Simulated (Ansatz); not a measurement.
Level of theory: Ansatz, DFT PBE, scalar-relativistic, plane waves, PAW. All cells share a 420 eV cutoff and Γ-centred k meshes spaced at most about 0.3 Å⁻¹ (about 0.25 or finer for metals, 2π included). No spin polarisation in the final relaxations.

All energies are static (0 K, no zero-point motion).

Two forms of Zr2Si3 were relaxed alike.

A.

```xyz
5
Lattice="5.1788 0.0000 0.0000 0.0000 5.1788 0.0000 0.0000 0.0000 5.1256" Properties=species:S:1:pos:R:3 pbc="T T T"
Zr    2.5894    2.5894    2.5628
Zr    2.5894    2.5894    0.0000
Si    2.5894    0.0000    0.0000
Si    0.0000    2.5894    0.0000
Si    0.0000    0.0000    0.0000
```

B.

```xyz
5
Lattice="4.5018 0.0000 0.0000 -2.2509 3.8987 0.0000 0.0000 0.0000 5.2403" Properties=species:S:1:pos:R:3 pbc="T T T"
Zr    2.2509    1.2996    2.6201
Zr    0.0000    2.5991    0.0000
Si    0.0000    0.0000    3.9422
Si    0.0000    0.0000    1.2981
Si    2.2509    1.2996    0.0000
```

Problem. Which form is favoured at zero pressure, and by what margin per atom?

Solution. B is lower, by 1.31 eV/atom. A has space group P4/mmm (No. 123), 27.5 Å³/atom and no gap on its mesh; B has space group P-6m2 (No. 187), 18.4 Å³/atom and no gap. Counting Si atoms around Zr (those within 1.25 times the shortest such distance or 1.15 times the sum of covalent radii, 1.27 where that leaves under three; a plus sign parts nearer from farther groups; the shortest distance is added where it exceeds 1.18 times the sum of covalent radii; a slash parts the counts of unlike sites), A has Zr 4/8+8 from 3.6 Å and B has Zr 2+6/3+6. The denser one is the lower, and pressure would at first widen the difference. Both come from invented guesses. A third cell relaxed alike, in P-4m2, lies 216 meV/atom below the lower of the two.

Cells relaxed within their symmetry can be saddle points.

The large preference for B follows mainly from how each framework uses zirconium. In A, one Zr site has no silicon at bonding distance. Its closest contacts are to Zr along c at 2.5628 Å, much shorter than in zirconium metal, while open space remains around the chain. Every atom in A sits on a symmetry-fixed position, so only the two cell lengths could adjust, and this probably locks in both the crowding and the voids. B surrounds both Zr sites with silicon and keeps the metal atoms well apart. This suggests stronger Zr d–Si p mixing, the main source of cohesion in transition-metal silicides, and the better packing fits the smaller volume. The Si–Si contacts along c in B are stretched relative to elemental silicon, so the silicon chains are probably a secondary contribution.

The ordering therefore shows how poor A is rather than how good B is, since the P-4m2 cell lies clearly lower still. Whether any of the three would survive against decomposition into the known neighbours ZrSi and ZrSi2 remains untested.
